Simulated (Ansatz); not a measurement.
Starting cell, LaAlO3 (R-3c-perovskite type, space group R-3c):

```
LaAlO3
1.0
    2.70622     1.56244     4.39751
   -2.70622     1.56244     4.39751
    0.00000    -3.12488     4.39751
La Al O
2 2 6
Direct
  0.25000   0.25000   0.25000
  0.75000   0.75000   0.75000
  0.00000   0.00000   0.00000
  0.50000   0.50000   0.50000
  0.78870   0.71130   0.25000
  0.25000   0.78870   0.71130
  0.71130   0.25000   0.78870
  0.21130   0.28870   0.75000
  0.75000   0.21130   0.28870
  0.28870   0.75000   0.21130
```

The atoms are displaced by Q × the pattern below (from a DFPT mode at Γ, largest move 1; Q in Å), at fixed cell. It is one choice among 2 degenerate patterns.

```json
[
 {"atom": "La1", "x": "0.000", "y": "0.041", "z": "0.000"},
 {"atom": "La2", "x": "0.000", "y": "0.041", "z": "0.000"},
 {"atom": "Al3", "x": "0.077", "y": "-0.112", "z": "0.000"},
 {"atom": "Al4", "x": "-0.077", "y": "-0.112", "z": "0.000"},
 {"atom": "O5", "x": "0.000", "y": "0.520", "z": "-0.854"},
 {"atom": "O6", "x": "0.500", "y": "-0.345", "z": "0.427"},
 {"atom": "O7", "x": "-0.500", "y": "-0.345", "z": "0.427"},
 {"atom": "O8", "x": "0.000", "y": "0.520", "z": "-0.854"},
 {"atom": "O9", "x": "0.500", "y": "-0.345", "z": "0.427"},
 {"atom": "O10", "x": "-0.500", "y": "-0.345", "z": "0.427"}
]
```

Level of theory: PBE (plane waves to 420 eV, PAW, scalar-relativistic; Ansatz, a program for electronic structure). k mesh 8×8×8 (Γ-centred), Fermi-Dirac smearing 0.05 eV. The energy includes the smearing's −TS. LaAlO3 is run without spin polarisation. LaAlO3 was relaxed with its symmetry unable to fall. The PAW data are Ansatz's earlier set. ΔE is measured from the undisplaced structure.

| Q (Å) | ΔE (meV/cell) |
|---|---|
| -0.180 | 349 |
| -0.120 | 152 |
| -0.060 | 38 |
| 0.000 | 0 |
| 0.060 | 38 |
| 0.120 | 152 |
| 0.180 | 349 |

Question: Which DFPT wavenumber at Γ belongs to this mode?
(A) 460 cm⁻¹
(B) 287 cm⁻¹
(C) 129 cm⁻¹
(D) 396 cm⁻¹

Answer: B, 287 cm⁻¹. The curvature of the scan gives 287 cm⁻¹

(A displaced cell: forces are minus the slopes of the energy, force constants its curvatures, and phonons follow from these.)
